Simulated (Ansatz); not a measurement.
**LiF (Griceite) in Ansatz: the effect of functional**

The system is LiF (Griceite).

```
F Li
1.0
     0.00000    1.98678    1.98678
     1.98678    0.00000    1.98678
     1.98678    1.98678    0.00000
F Li
1 1
Direct
  0.50000 0.50000 0.50000
  0.00000 0.00000 0.00000
```

The cell isn't the ideal one: volume scaled by 0.96.

Alike in all runs:

* Program: Ansatz 0.2.0
* Task: single point
* Potentials or basis: Ansatz PAW
* k mesh: 11 × 11 × 11
* Occupations: fermi-dirac, width 0.05 eV
* Spin: no spin polarisation

```csv
functional,cutoff,gap on the mesh (eV),pressure (GPa)
LDA,420 eV (not typed: the program's choice for these potentials),?,?
PBEsol,420 eV (not typed: the program's choice for these potentials),9.28,2.0
r2SCAN,500 eV (not typed: the program's choice for these potentials),10.45,1.0
```

Task: What does the run with functional LDA give?

Result: gap on the mesh 9.22 eV; pressure -3.9 GPa.

Caveats: odd divisions of the mesh miss points on the zone boundary, where band edges often lie, so the gap on the mesh can be too wide; the PAW data sets come from PBE, with cores solved anew for the run's functional, which leaves a small shift of forces and pressure.

A k mesh can miss the band edges.

Runs at the PBE level aren't shown here.
